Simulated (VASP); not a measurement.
# Ir (P6_3/mmc) in VASP: further runs

One crystal, Ir, is run at these levels: PBE; tasks: single point, relaxation of cell and atoms.

Program: VASP 6.6.1. These are calculated values, not measurements. Logs are shortened: lines on timing, memory, paths and dates and some standing lists are left out, and cuts for length are marked.

### Step 1. The structure

The structure is hexagonal, space group P6_3/mmc (No. 194). The conventional cell has a = 2.748 Å, b = 2.748 Å, c = 4.453 Å, α = 90.00°, β = 90.00°, γ = 120.00°. Around Ir (site symmetry -6m2) lie 12 Ir at 2.73 to 2.75 Å.

This isn't the form of Ir at room conditions, which is fcc.

### Step 2. Single point, PBE

Contents of INCAR:

```
PREC = Accurate
ENCUT = 520
EDIFF = 1E-7
ISMEAR = 0
SIGMA = 0.1
LREAL = False
LASPH = True
NELM = 100
ALGO = Normal
ISIF = 2
LWAVE = False
LCHARG = False
GGA = PE
NBANDS = 16
```

Contents of KPOINTS:

```
regular mesh
0
Gamma
  18 18 10
```

Contents of POSCAR:

```
Ir
1.0
    2.7480406095      0.0000000000      0.0000000000
   -1.3740203048      2.3798729785      0.0000000000
    0.0000000000      0.0000000000      4.4532043964
Ir
2
Direct
    0.6666666667      0.3333333333      0.7500000000
    0.3333333333      0.6666666667      0.2500000000
```

Potentials or basis: VASP PAW PBE potentials, release 64 (Ir).

Run with:

```bash
> cat potpaw_PBE.64/Ir/POTCAR > POTCAR
> mpirun -np 1 vasp_std > vasp.out
```

OUTCAR:

```text
PREC = Accurate
   ENCUT = 520
   EDIFF = 1E-7
   ISMEAR = 0
   LREAL = False
   LASPH = True
   NELM = 100
   ISIF = 2
   GGA = PE

 ion  position               nearest neighbor table
   1  0.667  0.333  0.750-   2 2.73   2 2.73   2 2.73   2 2.73   2 2.73   2 2.73
   2  0.333  0.667  0.250-   1 2.73   1 2.73   1 2.73   1 2.73   1 2.73   1 2.73

  LATTYP: Found a hexagonal cell.
 ALAT       =     2.7480406095
 C/A-ratio  =     1.6205016698

  Lattice vectors:

 A1 = (   2.7480406095,   0.0000000000,   0.0000000000)
 A2 = (  -1.3740203048,   2.3798729785,   0.0000000000)
 A3 = (   0.0000000000,   0.0000000000,   4.4532043964)

Analysis of symmetry for initial positions (statically):
=====================================================================
 Subroutine PRICEL returns:
 Original cell was already a primitive cell.

 Routine SETGRP: Setting up the symmetry group for a
 hexagonal supercell.

 Subroutine GETGRP returns: Found 24 space group operations
 (whereof 12 operations were pure point group operations)
 out of a pool of 24 trial point group operations.

The static configuration has the point symmetry D_3d.
 The point group associated with its full space group is D_6h.

Analysis of symmetry for dynamics (positions and initial velocities):
=====================================================================
 Subroutine PRICEL returns:
 Original cell was already a primitive cell.

 Routine SETGRP: Setting up the symmetry group for a
 hexagonal supercell.

 Subroutine GETGRP returns: Found 24 space group operations
 (whereof 12 operations were pure point group operations)
 out of a pool of 24 trial point group operations.

The dynamic configuration has the point symmetry D_3d.
 The point group associated with its full space group is D_6h.

 Subroutine INISYM returns: Found 24 space group operations
 (whereof 12 operations are pure point group operations),
 and found     1 'primitive' translations

----------------------------------------------------------------------------------------

                                     Primitive cell

  volume of cell :      29.1239

  direct lattice vectors                    reciprocal lattice vectors
     2.748040609  0.000000000  0.000000000     0.363895641  0.210095246  0.000000000
    -1.374020305  2.379872978  0.000000000     0.000000000  0.420190493  0.000000000
     0.000000000  0.000000000  4.453204396     0.000000000  0.000000000  0.224557400

  length of vectors
     2.748040609  2.748040610  4.453204396     0.420190493  0.420190493  0.224557400

  position of ions in fractional coordinates (direct lattice)
     0.666666667  0.333333333  0.750000000
     0.333333333  0.666666667  0.250000000

  ion indices of the primitive-cell ions
   primitive index   ion index
                 1           1
                 2           2

----------------------------------------------------------------------------------------

 KPOINTS: regular mesh

Automatic generation of k-mesh.
 Grid dimensions read from file:
 generate k-points for:   18   18   10

 Generating k-lattice:

  Cartesian coordinates                     Fractional coordinates (reciprocal lattice)
     0.020216425  0.011671958  0.000000000     0.055555556  0.000000000  0.000000000
     0.000000000  0.023343916  0.000000000     0.000000000  0.055555556  0.000000000
     0.000000000  0.000000000  0.022455740     0.000000000  0.000000000  0.100000000

  Length of vectors
     0.023343916  0.023343916  0.022455740

  Shift w.r.t. Gamma in fractional coordinates (k-lattice)
     0.000000000  0.000000000  0.000000000

 Subroutine IBZKPT returns following result:
 ===========================================

 Found    222 irreducible k-points:

 Following reciprocal coordinates:
            Coordinates               Weight
  0.000000  0.000000  0.000000      1.000000
  0.055556 -0.000000  0.000000      6.000000
  0.111111 -0.000000  0.000000      6.000000
  0.166667  0.000000  0.000000      6.000000
  0.222222  0.000000  0.000000      6.000000
  0.277778  0.000000  0.000000      6.000000
[... 16 lines left out ...]
  0.333333  0.111111  0.000000     12.000000
  0.388889  0.111111  0.000000     12.000000
 [... further k-points ...]
   k-points           NKPTS =    222   k-points in BZ     NKDIM =    222   number of bands    NBANDS=     16
   number of dos      NEDOS =    301   number of ions     NIONS =      2
   total plane-waves  NPLWV =  14400
   dimension x,y,z NGX =    20 NGY =   20 NGZ =   36
   dimension x,y,z NGXF=    40 NGYF=   40 NGZF=   72
   ions per type =               2
   NGX,Y,Z   is equivalent  to a cutoff of  12.10, 12.10, 13.44 a.u.
   NGXF,Y,Z  is equivalent  to a cutoff of  24.20, 24.20, 26.88 a.u.
 SYSTEM =  unknown system
   PREC   = accura    normal or accurate (medium, high low for compatibility)
   ISTART =      0    job   : 0-new  1-cont  2-samecut
   ICHARG =      2    charge: 1-file 2-atom 10-const
   ISPIN  =      1    spin polarized calculation?
   LNONCOLLINEAR =      F non collinear calculations
   LSORBIT =      F    spin-orbit coupling
   LASPH  =      T    aspherical Exc in radial PAW
   ENCUT  =  520.0 eV  38.22 Ry    6.18 a.u.   5.11  5.11  8.28*2*pi/ulx,y,z
   NELM   =    100;   NELMIN=  2; NELMDL= -5     # of ELM steps
   EDIFF  = 0.1E-06   stopping-criterion for ELM
   LREAL  =      F    real-space projection
   EDIFFG = 0.1E-05   stopping-criterion for IOM
   NSW    =      0    number of steps for IOM
   IBRION =     -1    ionic relax: 0-MD 1-quasi-New 2-CG
   NFREE  =      0    steps in history (QN), initial steepest desc. (CG)
   ISIF   =      2    stress and relaxation
   ISYM   =      2    0-nonsym 1-usesym 2-fastsym
   POTIM  = 0.5000    time-step for ionic-motion
   TEBEG  =    0.0;   TEEND  =   0.0 temperature during run
   PSTRESS=    0.0 pullay stress
   NELECT =      18.0000    total number of electrons
   NUPDOWN=      -1.0000    fix difference up-down
   EMIN   =  10.00;   EMAX   =-10.00  energy-range for DOS
   EFERMI =   0.00;   METHOD = LEGACY
   ISMEAR =     0;   SIGMA  =   0.10  broadening in eV -4-tet -1-fermi 0-gaus
   EFERMI_NEDOS =   21; number of points for ismear=-14 and -15
   IALGO  =     38    algorithm
   IMIX   =      4    mixing-type and parameters
     AMIX     =   0.40;   BMIX     =  1.00
[... 40 lines left out ...]
      3       6.2468      2.00000
      4       6.3417      2.00000
      5       6.3417      2.00000
      6       6.9725      2.00000
[... 8 lines left out ...]
     15      26.4614      0.00000
     16      27.4596      0.00000

 k-point     2 :       0.0556   -0.0000    0.0000
  band No.  band energies     occupation
      1      -0.7816      2.00000
      2       2.2423      2.00000
      3       6.0192      2.00000
      4       6.4396      2.00000
      5       6.5447      2.00000
      6       6.9082      2.00000
[... 8 lines left out ...]
     15      26.6168      0.00000
     16      27.6422      0.00000

 k-point     3 :       0.1111   -0.0000    0.0000
  band No.  band energies     occupation
      1      -0.4373      2.00000
      2       2.5376      2.00000
      3       5.7056      2.00000
      4       6.6731      2.00000
      5       6.7293      2.00000
      6       6.8836      2.00000
[... 8 lines left out ...]
     15      27.0284      0.00000
     16      27.9624      0.00000

 k-point     4 :       0.1667    0.0000    0.0000
  band No.  band energies     occupation
      1       0.1042      2.00000
      2       2.9476      2.00000
      3       5.3991      2.00000
      4       6.2232      2.00000
      5       6.4510      2.00000
      6       7.1949      2.00000
[... 8 lines left out ...]
     15      27.2850      0.00000
     16      27.6203      0.00000

 k-point     5 :       0.2222    0.0000    0.0000
  band No.  band energies     occupation
      1       0.7866      2.00000
      2       3.2928      2.00000
      3       5.2496      2.00000
      4       5.4074      2.00000
      5       6.2513      2.00000
      6       6.9040      2.00000
[... 8 lines left out ...]
     15      26.4898      0.00000
     16      26.5261      0.00000

 k-point     6 :       0.2778    0.0000    0.0000
  band No.  band energies     occupation
      1       1.5125      2.00000
      2       3.3529      2.00000
      3       4.7035      2.00000
      4       5.3847      2.00000
      5       6.2426      2.00000
      6       6.6269      2.00000
[... 8 lines left out ...]
     15      25.0620      0.00000
     16      25.5365      0.00000

 k-point     7 :       0.3333   -0.0000    0.0000
  band No.  band energies     occupation
      1       2.1395      2.00000
      2       3.1889      2.00000
      3       4.1386      2.00000
      4       5.6636      2.00000
      5       6.3893      2.00000
      6       6.5296      2.00000
[... 8 lines left out ...]
     15      23.6895      0.00000
     16      24.7469      0.00000

 k-point     8 :       0.3889    0.0000    0.0000
  band No.  band energies     occupation
      1       2.5414      2.00000
      2       2.9895      2.00000
      3       3.7266      2.00000
      4       6.0477      2.00000
      5       6.2084      2.00000
      6       6.7406      2.00000
[... 8 lines left out ...]
     15      22.5137      0.00000
     16      24.1347      0.00000

 k-point     9 :       0.4444    0.0000    0.0000
  band No.  band energies     occupation
      1       2.7123      2.00000
      2       2.8578      2.00000
      3       3.4762      2.00000
      4       6.0957      2.00000
      5       6.4772      2.00000
      6       6.6362      2.00000
[... 8 lines left out ...]
     15      21.6879      0.00000
     16      21.9510      0.00000
[... 172 lines left out ...]
 k-point    19 :       0.1111    0.1111    0.0000
  band No.  band energies     occupation
      1       0.4201      2.00000
      2       3.2014      2.00000
      3       5.1631      2.00000
      4       5.9240      2.00000
      5       6.4118      2.00000
      6       6.7719      2.00000
[... 8 lines left out ...]
     15      25.8170      0.00000
     16      27.5901      0.00000

 k-point    20 :       0.1667    0.1111    0.0000
  band No.  band energies     occupation
      1       1.0919      2.00000
      2       3.5887      2.00000
      3       4.9108      2.00000
      4       5.2377      2.00000
      5       6.2749      2.00000
      6       6.4659      2.00000
[... 8 lines left out ...]
     15      24.5335      0.00000
     16      26.6234      0.00000

 k-point    21 :       0.2222    0.1111    0.0000
  band No.  band energies     occupation
      1       1.8228      2.00000
      2       3.6968      2.00000
      3       4.6176      2.00000
      4       4.9473      2.00000
      5       6.2322      2.00000
      6       6.2900      2.00000
[... 8 lines left out ...]
     15      23.3193      0.00000
     16      25.7733      0.00000

 k-point    22 :       0.2778    0.1111    0.0000
  band No.  band energies     occupation
      1       2.4718      2.00000
      2       3.5213      2.00000
      3       4.1080      2.00000
      4       5.2516      2.00000
      5       6.0721      2.00000
      6       6.5395      2.00000
[... 8 lines left out ...]
     15      22.0224      0.00000
     16      25.0813      0.00000

 k-point    23 :       0.3333    0.1111    0.0000
  band No.  band energies     occupation
      1       2.8942      2.00000
      2       3.3081      2.00000
      3       3.7316      2.00000
      4       5.6780      2.00000
      5       5.9839      2.00000
      6       6.7767      2.00000
[... 8 lines left out ...]
     15      20.8039      0.00000
     16      24.5603      0.00000

 k-point    24 :       0.3889    0.1111    0.0000
  band No.  band energies     occupation
      1       3.0733      2.00000
      2       3.1684      2.00000
      3       3.5012      2.00000
      4       5.9540      2.00000
      5       6.1129      2.00000
      6       6.5920      2.00000
[... 8 lines left out ...]
     15      20.3931      0.00000
     16      23.0881      0.00000

 [... further k-points ...]

------------------------ aborting loop because EDIFF is reached ----------------------------------------

  FORCE on cell =-STRESS in cart. coord.  units (eV):
  Direction    XX          YY          ZZ          XY          YZ          ZX
  --------------------------------------------------------------------------------------
  -------------------------------------------------------------------------------------
  Total        0.0906989      0.0906989      0.0930257     -0.0000000      0.0000000      0.0000000
  in kB        4.9895717      4.9895717      5.1175738     -0.0000000      0.0000000      0.0000000
  external PRESSURE =       5.0322391 kB  Pullay stress =       0.0000000 kB

 VOLUME and BASIS-vectors are now :
 -----------------------------------------------------------------------------
  energy-cutoff  :      520.00
  volume of cell :       29.12
      direct lattice vectors                 reciprocal lattice vectors
     2.748040609  0.000000000  0.000000000     0.363895641  0.210095246  0.000000000
    -1.374020305  2.379872978  0.000000000     0.000000000  0.420190493  0.000000000
     0.000000000  0.000000000  4.453204396     0.000000000  0.000000000  0.224557400

 POSITION                                       TOTAL-FORCE (eV/Angst)
 -----------------------------------------------------------------------------------
      1.37402      0.79329      3.33990        -0.000000      0.000000      0.000000
     -0.00000      1.58658      1.11330         0.000000     -0.000000      0.000000
 -----------------------------------------------------------------------------------
    total drift:                                0.000000     -0.000000     -0.000000

  FREE ENERGIE OF THE ION-ELECTRON SYSTEM (eV)
  ---------------------------------------------------
  free  energy   TOTEN  =       -17.5586809572 eV

  energy  without entropy=      -17.5480818100  energy(sigma->0) =      -17.55338138
```

Wall time 49 s (1 thread of Intel Xeon Platinum 8488C (Sapphire Rapids), shared host); peak memory 0.2 GiB.

What came out:

| Quantity | Value |
| --- | --- |
| Free energy | -17.5587 eV |
| Pressure | 0.5 GPa |
| Band gap on the k mesh | none (metal or under the smearing width) |

Spin-orbit coupling is left out, which matters for the levels of Ir.

### Step 3. Relaxation of cell and atoms, PBE

This run uses another cell than the first one, of 14.63 Å³/atom, 1.004 times its volume.

Contents of INCAR:

```
SYSTEM = Ir
ALGO = Fast
EDIFF = 1E-6
EDIFFG = -0.005
ENCUT = 600
GGA = PE
IBRION = 2
ISIF = 3
ISMEAR = 0
LASPH = .TRUE.
LCHARG = .FALSE.
LREAL = .FALSE.
LWAVE = .FALSE.
NELM = 100
NSW = 100
PREC = Accurate
SIGMA = 0.1
```

Contents of KPOINTS:

```
k-points
0
G
  18 18 10
  0 0 0
```

Contents of POSCAR:

```
Ir
1.0
    2.7513778946      0.0000000000      0.0000000000
   -1.3756889473      2.3827631521      0.0000000000
    0.0000000000      0.0000000000      4.4622900000
Ir
2
Direct
    0.6666666700      0.3333333300      0.7500000000
    0.3333333300      0.6666666700      0.2500000000
```

Potentials or basis: VASP PAW PBE potentials, release 64 (Ir).

Run with:

```bash
> cat potpaw_PBE.64/Ir/POTCAR > POTCAR
> mpirun -np 1 vasp_std > vasp.out
```

Run time: 3 min. Hardware: 1 thread of Intel Xeon Platinum 8488C (Sapphire Rapids), shared host; peak memory 0.23 GiB.

The run converged. Its results:

```
Free energy                            : -17.5592 eV
Relaxed volume                         : 14.59 Å³/atom
Relaxed cell                           : a = 2.750 Å, b = 2.750 Å, c = 4.455 Å, α = 90.00°, β = 90.00°, γ = 120.00°
Space group after relaxing (to 0.05 Å) : P6_3/mmc (No. 194)
Energy gained by relaxing              : 0.1 meV/atom
Ionic steps                            : 8
Pressure after relaxing                : 0.0 GPa
Band gap on the k mesh                 : none (metal or under the smearing width)
```

Step by step:
| step | energy change (eV) | largest force (eV/Å) | pressure (GPa) | volume (Å³) |
| --- | --- | --- | --- | --- |
| 1 | 0.0000 | 0.0000 | -1.11 | 29.25 |
| 2 | 0.0042 | 0.0000 | 4.27 | 28.83 |
| 3 | -0.0003 | 0.0000 | 0.05 | 29.17 |
| 4 | -0.0003 | 0.0000 | 0.03 | 29.17 |
| 5 | -0.0003 | 0.0000 | 0.04 | 29.17 |
| 6 | -0.0002 | 0.0000 | -0.47 | 29.21 |
| 7 | -0.0003 | 0.0000 | 0.00 | 29.17 |
| 8 | -0.0003 | 0.0000 | -0.03 | 29.18 |

Final structure:
```cif
data_structure
_symmetry_space_group_name_H-M 'P 1'
_symmetry_Int_Tables_number 1
_cell_length_a 2.7498
_cell_length_b 2.7498
_cell_length_c 4.4552
_cell_angle_alpha 90.000
_cell_angle_beta 90.000
_cell_angle_gamma 120.000
_cell_volume 29.18
loop_
_atom_site_label
_atom_site_type_symbol
_atom_site_fract_x
_atom_site_fract_y
_atom_site_fract_z
_atom_site_occupancy
Ir1 Ir 0.66667 0.33333 0.75000 1
Ir2 Ir 0.33333 0.66667 0.25000 1
```

Levels at points of the mesh, in eV from the Fermi level:
| k point | band 5 | band 6 | band 7 | band 8 | band 9 | band 10 | band 11 | band 12 | band 13 |
| --- | --- | --- | --- | --- | --- | --- | --- | --- | --- |
| (0.00, 0.00, 0.00) | -3.68 | -3.05 | -3.05 | -2.30 | -2.30 | -0.74 | 0.25 | 0.25 | 6.81 |
| (0.50, 0.00, 0.00) | -3.42 | -3.33 | -2.87 | 0.66 | 0.91 | 1.06 | 2.83 | 4.26 | 8.07 |
| (0.00, 0.00, 0.50) | -3.80 | -3.80 | -3.80 | -3.80 | -0.47 | -0.47 | -0.47 | -0.47 | 13.57 |
| (0.50, 0.00, 0.50) | -2.05 | -2.05 | -0.92 | -0.92 | 0.90 | 0.90 | 1.96 | 1.96 | 7.40 |

The run has no spin-orbit coupling, so splittings on Ir are missing.

### Step 4. Single point, PBE

This run uses another cell than the first one, of 14.63 Å³/atom, 1.004 times its volume.

Contents of INCAR:

```
SYSTEM = Ir
ALGO     = Normal         ! electronic algorithm
EDIFF    = 1E-6           ! SCF threshold, eV
ENCUT    = 520            ! plane-wave cutoff, eV
GGA      = PE             ! functional
ISIF     = 2              ! what is computed and relaxed
ISMEAR   = 0              ! smearing method
LASPH    = .True.         ! aspherical terms in the spheres
LCHARG   = .False.        ! write CHGCAR
LREAL    = .False.        ! projectors in reciprocal space
LWAVE    = .False.        ! write WAVECAR
NBANDS   = 16             ! bands
NELM     = 100            ! most SCF steps
PREC     = Accurate       ! precision mode
SIGMA    = 0.1            ! smearing width, eV
```

Contents of KPOINTS:

```
k-points
0
Gamma
  9 9 4
  0 0 0
```

POSCAR is that of step 3.

Run with:

```bash
> cat potpaw_PBE.64/Ir/POTCAR > POTCAR
> mpirun -np 1 vasp_std > vasp.out
```

Run time: 9.7 s. Hardware: 1 thread of Intel Xeon Platinum 8488C (Sapphire Rapids), shared host; peak memory 0.14 GiB.

It converged, with:

```
Free energy            : -17.6024 eV
Pressure               : -1.5 GPa
Band gap on the k mesh : none (metal or under the smearing width)
```

Levels at points of the mesh, in eV from the Fermi level:
```tsv
k point	band 6	band 7	band 8	band 9	band 10	band 11	band 12	band 13
(0.00, 0.00, 0.00)	-2.94	-2.94	-2.18	-2.18	-0.65	0.35	0.35	6.87
(0.00, 0.00, 0.50)	-3.69	-3.69	-3.69	-0.37	-0.37	-0.37	-0.37	13.66
```

### Step 5. Overview

```csv
task,cell,k mesh,cutoff (eV),gap on the mesh (eV),pressure (GPa)
single point,"P6_3/mmc, 14.56 Å³/atom",18 × 18 × 10,520,none,0.5
relaxation of cell and atoms,relaxed,18 × 18 × 10,600,none,0.0
single point,"P6_3/mmc, 14.63 Å³/atom",9 × 9 × 4,520,none,-1.5
```

Alike in all rows: level PBE; potentials or basis VASP PAW PBE potentials, release 64 (Ir); no spin polarisation; smearing gaussian 0.1 eV.

Absolute energies hang on the potentials; compare differences alone.
